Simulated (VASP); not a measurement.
A run of VASP 6.6.1 is set up as follows.

Contents of INCAR:

```
SYSTEM = As
ALGO     = Normal         ! electronic algorithm
EDIFF    = 1E-6           ! SCF threshold, eV
EDIFFG   = -0.01          ! ionic threshold
ENCUT    = 600            ! plane-wave cutoff, eV
GGA      = CA             ! functional
IBRION   = 2              ! ionic algorithm
ISIF     = 3              ! what is computed and relaxed
ISMEAR   = 1              ! smearing method
LASPH    = .True.         ! aspherical terms in the spheres
LCHARG   = .False.        ! write CHGCAR
LREAL    = .False.        ! projectors in reciprocal space
LWAVE    = .False.        ! write WAVECAR
NELM     = 80             ! most SCF steps
NSW      = 90             ! ionic steps
PREC     = Accurate       ! precision mode
SIGMA    = 0.1            ! smearing width, eV
```

File KPOINTS:

```
k-points
0
Gamma
  12 12 12
  0 0 0
```

Contents of POSCAR:

```
As
1.0
    1.8807968987      1.0858785957      3.5140619945
   -1.8807968987      1.0858785957      3.5140619945
    0.0000000000     -2.1717571915      3.5140619945
As
2
Direct
    0.7740000000      0.7740000000      0.7740000000
    0.2260000000      0.2260000000      0.2260000000
```

Potentials or basis: VASP PAW LDA potentials, release 64 (As).

Run with:

```bash
$ cat potpaw_LDA.64/As/POTCAR > POTCAR
$ mpirun -np 1 vasp_std > vasp.out
```

(1) Predict the relaxed cell.

(2) Predict the relaxed volume.

(3) Estimate the band gap on the k mesh.

## Answers

(1) a = 3.971 Å, b = 3.971 Å, c = 3.971 Å, α = 56.65°, β = 56.65°, γ = 56.65°.

(2) 20.42 Å³/atom.

(3) none (metal or under the smearing width).
